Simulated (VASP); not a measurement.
# MnSb: DFT+U ground state, by Hubbard U and LDAUTYPE

MnSb, P6_3/mmc (no. 194), 4 atoms in the cell.

| Hubbard U (eV) | LDAUTYPE | Hund's J (eV) | Form of DFT+U | Gap (eV) | Largest site moment (muB) | Time (s) |
|---|---|---|---|---|---|---|
| Mn shell d, U 4.9 | 1 | 0.9 | Liechtenstein, U + J and J | 0.00 | 4.21 | 16 |
| Mn shell d, U 4 | 1 | – | Liechtenstein, J = 0 | 0.00 | 4.22 | 16 |
| Mn shell d, U 4.9 | 2 | 0.9 | Dudarev, U + J and J | 0.00 | 4.22 | 16 |
| Mn shell d, U 4 | 2 | – | Dudarev, U alone | 0.00 | 4.22 | 16 |
| Mn shell d, U 4.9 | 4 | 0.9 | type 4, U + J and J | 0.00 | 4.04 | 16 |
| – | – | – | none | 0.00 | 3.34 | 15 |

Limits: The cell is the same for all forms and was relaxed for none; total energies under different U or different forms can't be compared; magnetic orders weren't compared, so this needn't be the magnetic ground state.

## Input of the first row

INCAR:
```
SYSTEM = MnSb
ALGO = Normal
AMIX = 0.2
AMIX_MAG = 0.8
BMIX = 1E-4
BMIX_MAG = 1E-4
EDIFF = 1E-6
ENCUT = 520
GGA = PE
ISIF = 2
ISMEAR = 0
ISPIN = 2
LASPH = .TRUE.
LCHARG = .FALSE.
LDAU = .TRUE.
LDAUJ = 0 0.9
LDAUL = -1 2
LDAUPRINT = 1
LDAUTYPE = 1
LDAUU = 0 4.9
LMAXMIX = 4
LORBIT = 11
LREAL = .FALSE.
LWAVE = .FALSE.
MAGMOM = 0 0 5 -5
NELM = 200
PREC = Accurate
SIGMA = 0.05
```

KPOINTS:
```
k-points
0
Gamma
  6 6 4
```

POSCAR:
```
MnSb
1.0
    4.1500000000      0.0000000000      0.0000000000
   -2.0750000000      3.5940054257      0.0000000000
    0.0000000000      0.0000000000      5.7800000000
Sb Mn
2 2
Direct
    0.6666666667      0.3333333333      0.7500000000
    0.3333333333      0.6666666667      0.2500000000
    0.0000000000      0.0000000000      0.5000000000
    0.0000000000      0.0000000000      0.0000000000
```

Commands:
```
cat potpaw_PBE.64/Sb/POTCAR potpaw_PBE.64/Mn_pv/POTCAR > POTCAR
mpirun -np 4 vasp_std > vasp.out
```

Changes of the last row against the first:
```
- LDAU = True
- LDAUTYPE = 1
- LDAUL = -1 2
- LDAUU = 0 4.9
- LDAUJ = 0 0.9
- LDAUPRINT = 1
```

VASP 6.6.1 took 16 s on 4 cores (Intel Xeon 6975P-C (Granite Rapids)), a shared host.
